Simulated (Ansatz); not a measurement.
## Electron scattering at the Σ5 (210) boundary in fcc Cu with O (interstitial)

Aim: the relaxed structure and the specific resistance of the Σ5 (210) boundary in fcc Cu with O (interstitial).

Calculated with Ansatz 0.2.0; Ansatz plane-wave DFT, PBE, PAW files; relaxation of a bicrystal slab with its lowest layers held; PAW set soft_1, in the first sound run; inputs show where later runs differ.

### Step 1. Starting point

The cell holds 24 atoms: 23 Cu and 1 O. Cell: a = 4.427 Å, b = 3.615 Å, c = 29.592 Å, α = 90.0°, β = 90.0°, γ = 65.9°. It derives from Cu. built on the (2 1 0) plane; 2 overlapping atoms removed and the grains opened by 0 Å. Vacuum lies along c.

### Step 2. Relaxing the bicrystal

The boundary is built by mirroring the lower grain in the boundary plane and removing any atoms that overlap; then the O is put in at the boundary. A thin bicrystal slab is relaxed first, with the lowest layers held and the upper grain free to shift and open.

The input, input.yaml:

```yaml
crystal:
  lattice:
    - [4.4274037203, 0.0, 0.0]
    - [1.4758012401, 3.2999918941, 0.0]
    - [0.0, 0.0, 29.5915814808]
  atoms:
    - { symbol: Cu, position: [1.0e-10, 0.9999999999, 0.1689669747] }
    - { symbol: Cu, position: [0.6000000001, 0.6999999999, 0.1962831771] }
    - { symbol: Cu, position: [0.2000000001, 0.3999999999, 0.2235993796] }
    - { symbol: Cu, position: [0.8000000001, 0.0999999999, 0.250915582] }
    - { symbol: Cu, position: [0.4000000001, 0.7999999999, 0.2782317844] }
    - { symbol: Cu, position: [1.0e-10, 0.5, 0.3055479868] }
    - { symbol: Cu, position: [0.6000000001, 0.2, 0.3328641892] }
    - { symbol: Cu, position: [0.2, 0.9, 0.3601803916] }
    - { symbol: Cu, position: [0.8, 0.6, 0.3874965941] }
    - { symbol: Cu, position: [0.4, 0.3, 0.4148127965] }
    - { symbol: Cu, position: [0.0, 0.0, 0.4421289989] }
    - { symbol: O, position: [0.5, 0.75, 0.4421289989] }
    - { symbol: Cu, position: [0.8, 0.6, 0.4967614037] }
    - { symbol: Cu, position: [0.2, 0.9, 0.5240776062] }
    - { symbol: Cu, position: [0.6000000001, 0.2, 0.5513938086] }
    - { symbol: Cu, position: [1.0e-10, 0.5, 0.578710011] }
    - { symbol: Cu, position: [0.4000000001, 0.7999999999, 0.6060262134] }
    - { symbol: Cu, position: [0.8000000001, 0.0999999999, 0.6333424158] }
    - { symbol: Cu, position: [0.2000000001, 0.3999999999, 0.6606586182] }
    - { symbol: Cu, position: [0.6000000001, 0.6999999999, 0.6879748207] }
    - { symbol: Cu, position: [1.0e-10, 0.9999999999, 0.7152910231] }
    - { symbol: Cu, position: [0.4000000002, 0.2999999999, 0.7426072255] }
    - { symbol: Cu, position: [0.8000000002, 0.5999999999, 0.7699234279] }
    - { symbol: Cu, position: [0.2000000002, 0.8999999999, 0.7972396303] }
kpoints:
  mp_grid: { grid: [7, 7, 1] }
hamiltonian:
  xc: pbe
  pseudopotentials: { kind: paw, azcp: { folder: soft_1 } }
scf:
  occupations: { method: fermi_dirac, width: 0.1 }
relax:
  f_tol: 0.03
  max_steps: 80
  constraints: [{ sites: [0, 1, 2, 3] }]
```

Run with:

```sh
ansatz run input.yaml --threads 4 --pin off --max-ram 15360MiB --backend cpu --events-out ev --progress --plain --runs-dir out
```

Numbers of over 12 decimals in the logs are rounded to 6 here.

The log of the run:

```text
Engine: ansatz 0.2.0, aarch64-unknown-linux-gnu
Pseudopotentials: kind: paw
Pseudopotential: Cu, paw, valence charge 19, recommended cutoff 420 eV (normal), soft_1/Cu.paw.azcp
Pseudopotential: O, paw, valence charge 6, recommended cutoff 420 eV (normal), soft_1/O.paw.azcp
Functional definition: PBE
  parameter kappa = 0.804
  parameter beta = 0.066725
  exchange = pbe_x(kappa = kappa, mu = beta*pi^2/3)
  correlation = pbe_c(beta = beta)
Crystal: 24 atoms, lattice volume = 432.345 Å³
Basis set: ecut = 420 eV, 8449 PW (Γ), exchange–correlation on 60×50×400 points (8 copies of the dense FFT grid, shifted against one another)
Bands: 266, of which v1, the nominal top of the filled ones, is band 222 counted from 1 (221 counted from 0)
Symmetry: 2 space group operations
Space group: Cm (ITA 8), of the structure as read, at distance tolerance 7.6e-5 Å
k-points: 16 of 49 (time reversal used)
Non-local potential: Cu, projectors of the file, l = 0: 3, l = 1: 2, l = 2: 3, l = 3: 1
Non-local potential: O, projectors of the file, l = 0: 2, l = 1: 2, l = 2: 1
PAW form: soft (Blöchl's): semilocal exchange-correlation on the pseudo side does not see the compensation charge
PAW one-centre angular grid: Cu, 590 points (default); XC on 64 Gauss nodes
PAW one-centre angular grid: O, 110 points (default); XC on 64 Gauss nodes
Initial density: superposition of atomic densities (neutral atoms: chi_scale 0, normalization atom)
Initial wavefunctions: pseudopotential atomic-orbital guess
Functional: x = pbe(κ = 0.804, μ = 0.219515), c = pbe(β = 0.066725)
SCF iter   1: F=—  HF=-152961.952964 eV  |F-HF|=—  |Δ(HF+E_count)|=         —  Δρ=2.09e-1  dr2=1.23e2  ethr=3.10e-3  ⟨swp⟩=5.9  Hψ=15685  notcnv=0  defer=123
preconditioner: auto → LDOS  [metal: Δε(μ)=0.014 eV  Ē_g=8.325 eV  σ=0.100 eV  W_gap=0.04  n_scr=142 (ndim 8)  ℏωp=28.7 eV  f_vac=0.323  D(μ)=11.30/eV (n_scr^D=86)  β→1.0]
SCF iter   2: F=—  HF=-153085.616489 eV  |F-HF|=—  |Δ(HF+E_count)|=    1.24e2  Δρ=4.22e-1  dr2=4.39e2  ethr=3.10e-3  ⟨swp⟩=4.0  Hψ=13279  notcnv=0  defer=427  recentre
SCF iter   3: F=—  HF=-152942.630011 eV  |F-HF|=—  |Δ(HF+E_count)|=    1.43e2  Δρ=5.70e-2  dr2=1.12e1  ethr=3.10e-3  ⟨swp⟩=4.0  Hψ=11155  notcnv=0  defer=474
SCF iter   4: F=—  HF=-152941.110277 eV  |F-HF|=—  |Δ(HF+E_count)|=    1.52e0  Δρ=2.44e-2  dr2=1.52e0  ethr=2.53e-3  ⟨swp⟩=2.2  Hψ=6924  notcnv=0  defer=457
SCF iter   5: F=—  HF=-152940.865240 eV  |F-HF|=—  |Δ(HF+E_count)|=   2.45e-1  Δρ=6.91e-3  dr2=1.90e-1  ethr=3.42e-4  ⟨swp⟩=2.0  Hψ=7127  notcnv=0  defer=460
SCF iter   6: F=—  HF=-152940.861351 eV  |F-HF|=—  |Δ(HF+E_count)|=   3.89e-3  Δρ=2.98e-3  dr2=3.32e-2  ethr=4.30e-5  ⟨swp⟩=2.0  Hψ=5849  notcnv=0  defer=460
SCF iter   7: F=—  HF=-152940.859860 eV  |F-HF|=—  |Δ(HF+E_count)|=   1.49e-3  Δρ=1.13e-3  dr2=5.36e-3  ethr=7.49e-6  ⟨swp⟩=2.0  Hψ=5859  notcnv=0  defer=460
SCF iter   8: F=—  HF=-152940.859584 eV  |F-HF|=—  |Δ(HF+E_count)|=   2.76e-4  Δρ=5.43e-4  dr2=1.36e-3  ethr=1.21e-6  ⟨swp⟩=2.0  Hψ=6097  notcnv=0  defer=460
SCF iter   9: F=—  HF=-152940.859528 eV  |F-HF|=—  |Δ(HF+E_count)|=   5.66e-5  Δρ=2.42e-4  dr2=3.51e-4  ethr=3.07e-7  ⟨swp⟩=2.0  Hψ=5838  notcnv=0  defer=460
SCF iter  10: F=-152940.859549 eV  HF=-152940.859531 eV  |F-HF|=1.81e-5  |Δ(HF+E_count)|=   3.68e-6  Δρ=7.24e-5  dr2=1.50e-5  ethr=5.08e-9  ⟨swp⟩=3.1  Hψ=15642  notcnv=0
SCF 1 converged in 10 iterations: F = -152940.859549 eV  dr2 = 1.50e-5
  greatest PAW one-centre occupation: 1.000 electrons in one spin orbital (limit 2), on the Cu atom at site 0 (counted from 0), in its partial waves of l = 0
relax step   1: F+E_penalty+E_count = -152940.85954942 eV  Δ(F+E_penalty+E_count) = +0.000e0 eV  max|allowed force component| = 9.406e-1 eV/Å  Δτ_max = 0.0000 Å  (10 SCF iters, dr2 threshold 2.25e-5 eV, accepted)
Initial density: handed on by an earlier stage of this run
Initial wavefunctions: those handed on with the density
iter 1 solved again at ethr=1.67e-5 eV; its pass at ethr=3.10e-3 eV (dr2=7.38e-2 eV) is discarded
SCF iter   1: F=—  HF=-152940.962803 eV  |F-HF|=—  |Δ(HF+E_count)|=         —  Δρ=5.34e-3  dr2=6.75e-2  ethr=1.67e-5  ⟨swp⟩=2.0  Hψ=15151  notcnv=0  defer=450
preconditioner: auto → LDOS  [metal: Δε(μ)=0.022 eV  Ē_g=9.020 eV  σ=0.100 eV  W_gap=0.06  n_scr=142 (ndim 8)  ℏωp=28.7 eV  f_vac=0.322  D(μ)=7.95/eV (n_scr^D=34)  β→1.0]
SCF iter   2: F=—  HF=-152940.943445 eV  |F-HF|=—  |Δ(HF+E_count)|=   1.94e-2  Δρ=3.38e-3  dr2=4.07e-2  ethr=1.52e-5  ⟨swp⟩=2.0  Hψ=7180  notcnv=0  defer=450
SCF iter   3: F=—  HF=-152940.941874 eV  |F-HF|=—  |Δ(HF+E_count)|=   1.57e-3  Δρ=3.79e-3  dr2=3.67e-2  ethr=9.20e-6  ⟨swp⟩=2.0  Hψ=7192  notcnv=0  defer=450
SCF iter   4: F=—  HF=-152940.935033 eV  |F-HF|=—  |Δ(HF+E_count)|=   6.84e-3  Δρ=1.04e-3  dr2=2.82e-3  ethr=8.29e-6  ⟨swp⟩=2.0  Hψ=5660  notcnv=0  defer=450
SCF iter   5: F=—  HF=-152940.934653 eV  |F-HF|=—  |Δ(HF+E_count)|=   3.80e-4  Δρ=5.65e-4  dr2=7.84e-4  ethr=6.36e-7  ⟨swp⟩=2.0  Hψ=7129  notcnv=0  defer=462
SCF iter   6: F=—  HF=-152940.934496 eV  |F-HF|=—  |Δ(HF+E_count)|=   1.57e-4  Δρ=5.61e-5  dr2=2.07e-5  ethr=1.77e-7  ⟨swp⟩=2.0  Hψ=5906  notcnv=0  defer=462
SCF iter   7: F=-152940.934491 eV  HF=-152940.934502 eV  |F-HF|=1.14e-5  |Δ(HF+E_count)|=   6.19e-6  Δρ=5.33e-5  dr2=1.24e-5  ethr=4.68e-9  ⟨swp⟩=3.8  Hψ=11507  notcnv=0
SCF 2 converged in 7 iterations: F = -152940.934491 eV  dr2 = 1.24e-5
relax step   2: F+E_penalty+E_count = -152940.93449075 eV  Δ(F+E_penalty+E_count) = -7.494e-2 eV  max|allowed force component| = 7.594e-1 eV/Å  Δτ_max = 0.0565 Å  (7 SCF iters, dr2 threshold 5.53e-5 eV, accepted)
SCF iter   1: F=—  HF=-152941.220127 eV  |F-HF|=—  |Δ(HF+E_count)|=         —  Δρ=1.46e-2  dr2=5.68e-1  ethr=1.05e-3  ⟨swp⟩=5.3  Hψ=11473  notcnv=0  defer=457
preconditioner: auto → LDOS  [metal: Δε(μ)=0.011 eV  Ē_g=8.989 eV  σ=0.100 eV  W_gap=0.03  n_scr=142 (ndim 8)  ℏωp=28.7 eV  f_vac=0.320  D(μ)=7.93/eV (n_scr^D=34)  β→1.0]
SCF iter   2: F=—  HF=-152941.124732 eV  |F-HF|=—  |Δ(HF+E_count)|=   9.54e-2  Δρ=1.25e-2  dr2=4.51e-1  ethr=1.28e-4  ⟨swp⟩=2.1  Hψ=8321  notcnv=0  defer=463
SCF iter   3: F=—  HF=-152941.112297 eV  |F-HF|=—  |Δ(HF+E_count)|=   1.24e-2  Δρ=1.32e-2  dr2=4.61e-1  ethr=1.02e-4  ⟨swp⟩=2.0  Hψ=7391  notcnv=0  defer=463
SCF iter   4: F=—  HF=-152941.038643 eV  |F-HF|=—  |Δ(HF+E_count)|=   7.37e-2  Δρ=5.47e-3  dr2=7.63e-2  ethr=1.02e-4  ⟨swp⟩=1.8  Hψ=5099  notcnv=0  defer=462
SCF iter   5: F=—  HF=-152941.023207 eV  |F-HF|=—  |Δ(HF+E_count)|=   1.54e-2  Δρ=1.43e-3  dr2=5.07e-3  ethr=1.72e-5  ⟨swp⟩=2.0  Hψ=6218  notcnv=0  defer=462
SCF iter   6: F=—  HF=-152941.021620 eV  |F-HF|=—  |Δ(HF+E_count)|=   1.59e-3  Δρ=2.08e-4  dr2=3.90e-4  ethr=1.14e-6  ⟨swp⟩=2.4  Hψ=5896  notcnv=0  defer=462
SCF iter   7: F=—  HF=-152941.021694 eV  |F-HF|=—  |Δ(HF+E_count)|=   7.40e-5  Δρ=2.35e-4  dr2=3.18e-4  ethr=8.80e-8  ⟨swp⟩=2.1  Hψ=7294  notcnv=0  defer=462
SCF iter   8: F=—  HF=-152941.021690 eV  |F-HF|=—  |Δ(HF+E_count)|=   3.41e-6  Δρ=1.36e-4  dr2=1.25e-4  ethr=7.18e-8  ⟨swp⟩=2.0  Hψ=4937  notcnv=0  defer=462
SCF iter   9: F=-152941.021674 eV  HF=-152941.021683 eV  |F-HF|=9.19e-6  |Δ(HF+E_count)|=   7.44e-6  Δρ=3.01e-5  dr2=1.10e-5  ethr=8.14e-9  ⟨swp⟩=3.0  Hψ=14989  notcnv=0
SCF 3 converged in 9 iterations: F = -152941.021674 eV  dr2 = 1.10e-5
relax step   3: F+E_penalty+E_count = -152941.02167381 eV  Δ(F+E_penalty+E_count) = -8.718e-2 eV  max|allowed force component| = 2.383e-1 eV/Å  Δτ_max = 0.1607 Å  (9 SCF iters, dr2 threshold 3.60e-5 eV, accepted)
[...]
relax step   4: F+E_penalty+E_count = -152941.04984903 eV  Δ(F+E_penalty+E_count) = -2.818e-2 eV  max|allowed force component| = 1.596e-1 eV/Å  Δτ_max = 0.1361 Å  (8 SCF iters, dr2 threshold 5.59e-6 eV, accepted)
[...]
relax step   5: F+E_penalty+E_count = -152941.09701094 eV  Δ(F+E_penalty+E_count) = -4.716e-2 eV  max|allowed force component| = 2.202e-1 eV/Å  Δτ_max = 0.1940 Å  (9 SCF iters, dr2 threshold 2.51e-6 eV, accepted)
[...]
relax step   6: F+E_penalty+E_count = -152941.12171160 eV  Δ(F+E_penalty+E_count) = -2.470e-2 eV  max|allowed force component| = 2.619e-1 eV/Å  Δτ_max = 0.1635 Å  (7 SCF iters, dr2 threshold 2.18e-5 eV, accepted)
[...]
relax step   7: F+E_penalty+E_count = -152941.13088877 eV  Δ(F+E_penalty+E_count) = -9.177e-3 eV  max|allowed force component| = 1.327e-1 eV/Å  Δτ_max = 0.0944 Å  (7 SCF iters, dr2 threshold 6.86e-5 eV, accepted)
[...]
relax step   8: F+E_penalty+E_count = -152941.13717691 eV  Δ(F+E_penalty+E_count) = -6.288e-3 eV  max|allowed force component| = 1.549e-2 eV/Å  Δτ_max = 0.0324 Å  (7 SCF iters, dr2 threshold 4.53e-6 eV, accepted)
iter 1 solved again at ethr=3.60e-10 eV; its pass at ethr=3.10e-3 eV (dr2=1.60e-6 eV) is discarded
SCF iter   1: F=—  HF=-152941.137179 eV  |F-HF|=—  |Δ(HF+E_count)|=         —  Δρ=2.00e-5  dr2=1.59e-6  ethr=3.60e-10  ⟨swp⟩=1.1  Hψ=9931  notcnv=0  defer=452
preconditioner: auto → LDOS  [metal: Δε(μ)=0.038 eV  Ē_g=9.021 eV  σ=0.100 eV  W_gap=0.09  n_scr=142 (ndim 8)  ℏωp=28.7 eV  f_vac=0.319  D(μ)=7.98/eV (n_scr^D=34)  β→1.0]
SCF iter   2: F=—  HF=-152941.137180 eV  |F-HF|=—  |Δ(HF+E_count)|=   1.79e-6  Δρ=6.15e-5  dr2=9.28e-6  ethr=3.60e-10  ⟨swp⟩=2.1  Hψ=7369  notcnv=0  defer=452
SCF iter   3: F=—  HF=-152941.137178 eV  |F-HF|=—  |Δ(HF+E_count)|=   1.96e-6  Δρ=8.15e-6  dr2=2.54e-7  ethr=3.60e-10  ⟨swp⟩=2.0  Hψ=7349  notcnv=0  defer=452
SCF iter   4: F=—  HF=-152941.137178 eV  |F-HF|=—  |Δ(HF+E_count)|=   1.25e-8  Δρ=8.09e-6  dr2=1.64e-7  ethr=5.73e-11  ⟨swp⟩=2.0  Hψ=7227  notcnv=0  defer=452
SCF iter   5: F=-152941.137178 eV  HF=-152941.137178 eV  |F-HF|=2.91e-9  |Δ(HF+E_count)|=   2.75e-8  Δρ=1.39e-6  dr2=5.13e-9  ethr=2.26e-11  ⟨swp⟩=3.0  Hψ=16823  notcnv=0
SCF 9 converged in 5 iterations: F = -152941.137178 eV  dr2 = 5.13e-9
relax step   9: F+E_penalty+E_count = -152941.13717839 eV  Δ(F+E_penalty+E_count) = -1.487e-6 eV  max|allowed force component| = 1.531e-2 eV/Å  Δτ_max = 0.0000 Å  (5 SCF iters, accepted)
SCF converged after 5 iterations
Free energy (F): -152941.137178 eV
Harris-Foulkes:  -152941.137178 eV  (|F-HF|=2.91e-9)
Internal energy: -152940.878779 eV  (E = F + TS)
E sigma→0 (E₀):  -152941.007979 eV
Entropy (-TS):   -0.258399 eV (-10.767 meV/atom)
Fermi energy:    8.892325 eV
--- Per-component energies (eV) ---
  E_band       = -11642.266312
  E_kinetic    = 6175.053394
  E_local      = -764404.668232  (includes V_loc(G=0)·N_el)
  E_nonlocal   = 20558.020519
  E_hartree    = 372647.895445
  E_xc         = -1646.076700
  E_vxc        = -2123.541234  (∫ρ·V_xc dr)
  E_paw        = -41933.286321  (= ΣΔE_a)
  E_vpaw       = -17142.916948  (= ΣTr[D̂ρ^β])
  E_aug_tail   = 0.023219  (compensation charges beyond the density's cutoff)
  E_ewald      = 255662.159898
  E_smearing   = -0.258399  (= −TS)
  E_closure    = 0.000000  (closes the sum)
  Σ components = -152941.137178   (vs F -152941.137178, Δ=0.00e0)
--- Forces (eV/Å), atoms counted from 1 ---
  atom   1  Cu    -0.03225900     0.01442666     0.55371579
  atom   2  Cu     0.00875839    -0.00391687    -0.06670515
  atom   3  Cu     0.02874720    -0.01285614    -0.39853937
  atom   4  Cu    -0.00723766     0.00323678    -0.08122879
  atom   5  Cu     0.00277939    -0.00124298    -0.00622606
  atom   6  Cu    -0.00285648     0.00127746    -0.00134287
  atom   7  Cu     0.00051521    -0.00023041    -0.00048998
  atom   8  Cu    -0.00056485     0.00025261    -0.00619396
  atom   9  Cu    -0.00000578     0.00000259     0.00433082
  atom  10  Cu    -0.00557711     0.00249416    -0.00986430
  atom  11  Cu    -0.00719451     0.00321748    -0.00983941
  atom  12  O      0.00936545    -0.00418836     0.00090099
  atom  13  Cu     0.00468444    -0.00209495     0.00734982
  atom  14  Cu     0.00187219    -0.00083727     0.01531243
  atom  15  Cu    -0.00033307     0.00014895     0.00096659
  atom  16  Cu    -0.00297322     0.00132966     0.00271999
  atom  17  Cu     0.00082724    -0.00036995    -0.00181948
  atom  18  Cu     0.00083303    -0.00037254    -0.00138670
  atom  19  Cu     0.00058093    -0.00025980     0.00205715
  atom  20  Cu     0.00032753    -0.00014648    -0.00189575
  atom  21  Cu     0.00141358    -0.00063217     0.00207595
  atom  22  Cu    -0.00030094     0.00013459     0.00046955
  atom  23  Cu     0.00077778    -0.00034783     0.00047115
  atom  24  Cu    -0.00217564     0.00097298    -0.00482294
  max |Σ_I F_I| component: 1.55e-5 eV/Å
--- Relaxed structure (9 steps of the walk, 9 accepted, 0 SCFs on fresh bases) ---
  F+E_penalty+E_count = -152941.13717839 eV   max|allowed force component| = 1.531e-2 eV/Å
  atoms:
    - { symbol: Cu, position: [9.999989725173464e-11, 1.000000, 0.1689669747] }
    - { symbol: Cu, position: [0.6000000001, 0.700000, 0.1962831771] }
    - { symbol: Cu, position: [0.200000, 0.39999999995, 0.223599] }
    - { symbol: Cu, position: [0.800000, 0.100000, 0.250916] }
    - { symbol: Cu, position: [0.402679, 0.798661, 0.278969] }
    - { symbol: Cu, position: [0.00470142, 0.497649, 0.305738] }
    - { symbol: Cu, position: [0.603978, 0.198011, 0.334133] }
    - { symbol: Cu, position: [0.206822, 0.896589, 0.361140] }
    - { symbol: Cu, position: [0.812969, 0.593516, 0.387532] }
    - { symbol: Cu, position: [0.415828, 0.292086, 0.418345] }
    - { symbol: Cu, position: [-0.00759533, 0.00379766, 0.441698] }
    - { symbol: O, position: [0.443743, 0.778128, 0.462384] }
    - { symbol: Cu, position: [0.839901, 0.580049, 0.499702] }
    - { symbol: Cu, position: [0.236130, 0.881935, 0.525451] }
    - { symbol: Cu, position: [0.643468, 0.178266, 0.554640] }
    - { symbol: Cu, position: [0.041486, 0.479257, 0.580709] }
    - { symbol: Cu, position: [0.435884, 0.782058, 0.608518] }
    - { symbol: Cu, position: [0.834967, 0.082516, 0.636906] }
    - { symbol: Cu, position: [0.233090, 0.383455, 0.663876] }
    - { symbol: Cu, position: [0.629340, 0.685330, 0.691176] }
    - { symbol: Cu, position: [0.027768, 0.986116, 0.718722] }
    - { symbol: Cu, position: [0.434362, 0.282819, 0.747930] }
    - { symbol: Cu, position: [0.829508, 0.585246, 0.774043] }
    - { symbol: Cu, position: [0.225764, 0.887118, 0.797361] }
```

Run time: 11 min. Hardware: 4 threads of Arm Neoverse V1, shared host; peak memory 3.1 GiB.

This run has no spin polarisation although its electron count is odd.

Relaxation path:

```
step  energy less that of the first step (eV)  largest force component (eV/Å)
   1                                   0.0000                          0.9406
   2                                  -0.0749                          0.7594
   3                                  -0.1621                          0.2383
   4                                  -0.1903                          0.1596
   5                                  -0.2375                          0.2202
   6                                  -0.2622                          0.2619
   7                                  -0.2713                          0.1327
   8                                  -0.2776                          0.0155
   9                                  -0.2776                          0.0153
```

Forces are held to the 2 operations that the run works with; a distortion that breaks them can't arise in this run.

The atoms that moved most (Å):

```
atom      dx      dy     dz  length
 O12  -0.208   0.093  0.599   0.641
Cu22   0.127  -0.057  0.158   0.210
Cu15   0.160  -0.072  0.096   0.200
Cu13   0.147  -0.066  0.087   0.183
Cu16   0.153  -0.068  0.059   0.178
Cu18   0.129  -0.058  0.105   0.176
Cu23   0.109  -0.049  0.122   0.171
Cu19   0.122  -0.055  0.095   0.164
```

Final coordinates:

```cif
data_structure
_symmetry_space_group_name_H-M 'P 1'
_symmetry_Int_Tables_number 1
_cell_length_a 4.4274
_cell_length_b 3.6150
_cell_length_c 29.5916
_cell_angle_alpha 90.000
_cell_angle_beta 90.000
_cell_angle_gamma 65.905
_cell_volume 432.34
loop_
_atom_site_label
_atom_site_type_symbol
_atom_site_fract_x
_atom_site_fract_y
_atom_site_fract_z
_atom_site_occupancy
Cu1 Cu 0.00000 0.00000 0.16897 1
Cu2 Cu 0.60000 0.70000 0.19628 1
Cu3 Cu 0.20000 0.40000 0.22360 1
Cu4 Cu 0.80000 0.10000 0.25092 1
Cu5 Cu 0.40268 0.79866 0.27897 1
Cu6 Cu 0.00470 0.49765 0.30574 1
Cu7 Cu 0.60398 0.19801 0.33413 1
Cu8 Cu 0.20682 0.89659 0.36114 1
Cu9 Cu 0.81297 0.59352 0.38753 1
Cu10 Cu 0.41583 0.29209 0.41835 1
Cu11 Cu 0.99240 0.00380 0.44170 1
O12 O 0.44374 0.77813 0.46238 1
Cu13 Cu 0.83990 0.58005 0.49970 1
Cu14 Cu 0.23613 0.88193 0.52545 1
Cu15 Cu 0.64347 0.17827 0.55464 1
Cu16 Cu 0.04149 0.47926 0.58071 1
Cu17 Cu 0.43588 0.78206 0.60852 1
Cu18 Cu 0.83497 0.08252 0.63691 1
Cu19 Cu 0.23309 0.38345 0.66388 1
Cu20 Cu 0.62934 0.68533 0.69118 1
Cu21 Cu 0.02777 0.98612 0.71872 1
Cu22 Cu 0.43436 0.28282 0.74793 1
Cu23 Cu 0.82951 0.58525 0.77404 1
Cu24 Cu 0.22576 0.88712 0.79736 1
```

Numbers from this step:

```yaml
free_energy: -152941.1372 eV
energy_at_zero_smearing: -152941.0080 eV
fermi_energy: 8.892 eV
```

The largest force component on a free atom ends at 0.015 eV/Å, under the tolerance of 0.03, after 9 steps.

(Part 1 of 2 ends here.)

[Logs are printed without paths, hosts, clocks, repeated set-up lines and the standing remarks that a program may print on its own settings, such as how far it seeks lower states.]

[Hosts, paths, dates, database ids (printed as entryN), source tags and the programs' standing remarks are cut or masked in the printed files.]
